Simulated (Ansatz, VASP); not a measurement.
# SnH5: VASP beside Ansatz

```
Sn H
1.0
    -2.35227    2.35227    2.41348
     2.35227   -2.35227    2.41348
     2.35227    2.35227   -2.41348
Sn H
1 5
Direct
  0.50000 0.50000 0.00000
  0.22007 0.22007 0.44014
  0.77993 0.77993 0.55986
  0.22007 0.77993 0.00000
  0.77993 0.22007 0.00000
  0.00000 0.00000 0.00000
```

Alike in both runs: functional PBE; k mesh 12 × 12 × 12; occupations gaussian, width 0.1 eV; no spin polarisation.

Ansatz relaxed the structure, and its values are those at the end. VASP's run is a single point on that final structure, the one shown.

|  | VASP | Ansatz |
| --- | --- | --- |
| version | VASP 6.6.1 | Ansatz 0.2.0 |
| potentials or method | VASP PAW PBE potentials, release 64 (Sn_d, H) | scalar-relativistic, plane waves, PAW |
| plane-wave cutoff (eV) | 520 | 420 |
| valence electrons in the cell | 19 | 19 |

|  | VASP | Ansatz | Ansatz less VASP |
| --- | --- | --- | --- |
| gap on the k mesh at the Fermi level (eV) | none | none | - |
| pressure (GPa) | -0.2 | 0.0 | +0.21 |

A gap of «none» marks a metal or a gap that the smearing closes.
